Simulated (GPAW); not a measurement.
## Ge: single point with PBE

The system is Ge.

```
CELL_PARAMETERS angstrom
-2.49590 2.65086 1.43695
2.49590 -2.65086 1.43695
2.49590 2.65086 -1.43695
ATOMIC_POSITIONS crystal
Ge 0.31406 0.06406 0.25000
Ge 0.68594 0.93594 0.75000
```

This isn't the form of Ge at room conditions, which is diamond.

| Property | Result |
| --- | --- |
| Program | GPAW 26.7.0 |
| Task | single point |
| Functional | PBE |
| Potentials or basis | GPAW PAW data sets (gpaw-data 1.2.1) |
| Cutoff | 600 eV |
| Basis | pw |
| k mesh | 11 × 11 × 11 |
| Occupations | gaussian, width 0.02 eV |
| Spin | no spin polarisation |
| Maxiter | 150 |

The pressure is 0.9 GPa. The largest force is 0.060 eV/Å and the band gap on the k mesh is none (metal or under the smearing width).

Forces on the atoms (eV/Å):
```
Ge   0.000  0.000  0.060
Ge   0.000  0.000 -0.060
```

Stress tensor (GPa, compression positive):
```
 2.29  0.00  0.00
 0.00 -0.25  0.00
 0.00  0.00  0.77
```

Levels at points of the mesh, in eV from the Fermi level:
```csv
k point,band 2,band 3,band 4,band 5,band 6,band 7
"(0.00, 0.00, 0.00)",-3.83,-2.36,-1.92,3.44,6.96,7.17
```

It took 74 s on 1 thread of Arm Neoverse V2, with other jobs on the host, peak memory 0.3 GiB.
